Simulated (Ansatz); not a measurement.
**hcp against bcc along the 5d metals**

Computed with Ansatz, DFT, PBE, plane waves (420 eV) with PAW, scalar-relativistic.

Each structure is relaxed within its symmetry, in the lowest magnetic state of the tried starts. Differences under about 8 meV lie within the error of the k-point mesh. Some of these cells lie far above the measured volume under this functional.

| element | E(hcp) − E(bcc) (meV/atom) | V(hcp) (Å³/atom) | V(bcc) (Å³/atom) | state of hcp | state of bcc |
| --- | --- | --- | --- | --- | --- |
| Lu | -141 | 29.17 | 29.69 | spin not included | spin not included |
| Hf | -179 | 22.56 | 22.33 | spin not included | spin not included |
| Ta | 281 | 18.74 | 18.32 | spin not included | spin not included |
| W | 503 | 16.53 | 16.14 | spin not included | spin not included |
| Re | -306 | 14.95 | 15.09 | spin not included | spin not included |
| Os | -890 | 14.28 | 14.79 | spin not included | spin not included |
| Ir | -553 | 14.57 | 15.07 | non-magnetic | ferromagnetic |
| Pt | -36 | 15.77 | 15.84 | spin not included | non-magnetic |
| Au | -12 | 17.98 | 18.01 | spin not included | spin not included |
| Hg | -5 | 31.22 | 29.07 | spin not included | spin not included |
